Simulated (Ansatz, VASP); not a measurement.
# Two plane-wave programs on Ag

```xyz
1
Lattice="0.0000 2.0272 2.0272 2.0272 0.0000 2.0272 2.0272 2.0272 0.0000" Properties=species:S:1:pos:R:3 pbc="T T T"
Ag    0.0000    0.0000    0.0000
```

Alike in both runs: functional PBEsol; k mesh 18 × 18 × 18; occupations gaussian, width 0.1 eV; no spin polarisation.

Ansatz relaxed the structure, and its values are those at the end. VASP's run is a single point on that final structure, the one shown.

|  | VASP | Ansatz |
| --- | --- | --- |
| version | VASP 6.6.1 | Ansatz 0.2.0 |
| potentials or method | VASP PAW PBE potentials, release 64 (Ag) | scalar-relativistic, plane waves, PAW |
| plane-wave cutoff (eV) | 520 | 420 |
| valence electrons in the cell | 11 | 19 |

|  | VASP | Ansatz | Ansatz less VASP |
| --- | --- | --- | --- |
| gap on the k mesh at the Fermi level (eV) | none | none | - |
| pressure (GPa) | -0.3 | 0.0 | +0.26 |

A gap of «none» marks a metal or a gap that the smearing closes. The functional is the same, so the differences come from potentials, cutoffs and numerics. The two sets of potentials don't hold the same shells in valence.

Caveats: the PAW data sets were made with another functional, which shifts forces and pressure a little (VASP).
